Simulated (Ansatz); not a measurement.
## Optical response of TiO2 (Anatase)

Aim: the dielectric function of TiO2 (Anatase), and the optical constants that follow from it.

Main program and level: Ansatz 0.2.0; DFT, PBE, plane-wave PAW, default files, scalar-relativistic, independent-particle optical response without local fields.

**What experiment says.**

“Part I: determination of a structure/property transformation mechanism responsible for changes in the point of zero change of anatase titania with decreasing particle size” (2024, pmc:11477903) reports for TiO2, anatase, by UV-VIS-NIR reflection spectroscopy (commercial powder, mean particle diameter 143 nm, hand pressed, 300 K): band gap (indirect optical gap from reflection cut-off wavelength, 143 nm …) 3.261 eV [Gap from reflection cut-off wavelength, not a Tauc fit; hand-pressed powder; same powder …].

**1. Starting point**

The structure is tetragonal, space group I4_1/amd (No. 141). The conventional cell has a = 3.784 Å, b = 3.784 Å, c = 9.515 Å, α = 90.00°, β = 90.00°, γ = 90.00°. Ti has 6 O at 1.93 to 1.98 Å nearest. Nearest to O lie 3 Ti at 1.93 to 1.98 Å. Farther neighbours and most contacts between anions are not listed.

**2. Ground state and bands**

The self-consistent density comes first; it also tells whether there is a gap, which decides the occupations and the need for a Drude term.

This step: DFT, PBE, plane-wave PAW, default files, scalar-relativistic, ground state (Ansatz 0.2.0).

input.yaml reads:

```yaml
crystal:
  lattice:
    - [-1.8921, 1.8921, 4.7573]
    - [1.8921, -1.8921, 4.7573]
    - [1.8921, 1.8921, -4.7573]
  atoms:
    - { symbol: Ti, position: [0.75, 0.25, 0.5] }
    - { symbol: Ti, position: [0.0, 0.0, 0.0] }
    - { symbol: O, position: [0.7919, 0.7919, 0.0] }
    - { symbol: O, position: [0.5419, 0.0419, 0.5] }
    - { symbol: O, position: [0.9581, 0.4581, 0.5] }
    - { symbol: O, position: [0.2081, 0.2081, 0.0] }
kpoints:
  mp_grid: { grid: [8, 8, 8] }
  band_path:
    path:
      - [[0.0, 0.0, 0.0], [0.0, 0.0, 0.5], [-0.07909283, 0.07909283, 0.5], [-0.28954641, 0.28954641, 0.28954641], [0.0, 0.0, 0.0], [0.5, 0.5, -0.5], [0.28954641, 0.71045359, -0.28954641], [0.0, 0.5, 0.0], [0.25, 0.25, 0.25], [0.5, 0.5, -0.07909283], [0.5, 0.5, -0.5]]
      - [[0.0, 0.0, 0.5], [0.25, 0.25, 0.25]]
    npoints: 6
scf:
  occupations: { method: fermi_dirac, width: 0.05 }
  n_extra_bands: 10
hamiltonian:
  xc: pbe
  pseudopotentials: { kind: paw }
output:
  forces: true
  stress: true
  populations: true
  write_bands: true
  write_density: true
  write_potential: true
  elf: true
  volumetric_format: npy
```

Command:

```sh
$ ansatz run input.yaml --threads 4 --pin off --max-ram 8192MiB --backend cpu --events-out ev --progress --plain --runs-dir out
```

Planned after this: spectrum. Settings of the main run: response mesh 10×10×10, line width 0.1 eV, cutoff 420 eV, fixed occupations.

Q: Predict the gap on the path; least direct gap on the path; and electronic dielectric constant ε∞, mean over x, y and z.

Light drives vertical transitions, so the absorption sets in only above the least direct gap, 2.46 eV, apart from the broadening. At this level (PBE, independent particles) TiO2 has a mean ε∞ = 6.80 and n = 2.66 at 1550 nm (E ∥ x); absorption sets in near 2.5 eV, and Im ε peaks at 3.8 eV (E ∥ x). The gap is indirect (2.12 eV), so absorption without phonons can begin only at the direct gap of 2.46 eV.

| Property | Result |
| --- | --- |
| gap on the path | 2.12 eV |
| least direct gap on the path | 2.46 eV |
| electronic dielectric constant ε∞, mean over x, y and z (by symmetry where fewer were run) (independent particles) | 6.80 |
| absorption onset, first axis (α over 10⁴ cm⁻¹, or the direct gap if that lies higher) | 2.46 eV |
| main peak of Im epsilon, first axis | 3.76 eV |
| photocurrent from vertical transitions in a film 500 nm thick on a perfect mirror (two passes), AM1.5G, no front reflection, all carriers collected | 6.63 mA/cm² |

Lines 0.1 eV wide carry a tail of absorption under the direct gap, past the threshold already at 2.41 eV. Absorption passes 10⁴ cm⁻¹ from the direct gap on, 2.46 eV, inside the visible range. Distinct maxima of Im ε, read by a parabola through the highest points, lie at 3.76 eV (11), 4.18 eV (11), 4.96 eV (9.5) and 6.92 eV (8.3) for E ∥ x or y. The f-sum over the summed bands holds 27.8 of the cell's 48 electrons outside the frozen cores. Up to 20 eV the strength has a mean oscillator energy of 6.8 eV, well above the main peak, so higher transitions carry much of it. Through 1 µm of it, D65 light comes out yellow (x = 0.409, y = 0.435; 53 % transmitted). A larger true gap would move the edge to shorter wavelengths and change the colour. At 1064 nm the birefringence n(z) − n(x) is -0.086: the crystal is uniaxial negative at this level. Excitons and phonon-assisted transitions are missing, and so are local fields; PBE gaps are as a rule too small, which pulls the onset down and ε∞ up. In the base run ε includes the program's bounded estimate of what the bands above those summed add. Besides steps told in other documents, this task had 1 step that ran out of time; those not told in a step above aren't shown.

Comparison with the measured values:

```
                 quantity  measured              PBE
band gap (least gap) (eV)     3.261  2.12 (-1.14 eV)
```

Measured values from pmc:11477903 (2024).

Verdict: The band gap is off by -1.14 eV: a clear miss. Local and semilocal functionals usually give gaps below the measured ones. An optical gap can lie under the band gap by the exciton's binding. Zero-point and thermal motion shift the measured gap. No cell relaxation is part of this session.

[Logs are printed without paths, hosts, clocks, repeated set-up lines and the standing remarks that a program may print on its own settings, such as how far it seeks lower states.]

[Hosts, paths, dates, database ids (printed as entryN), source tags and the programs' standing remarks are cut or masked in the printed files.]
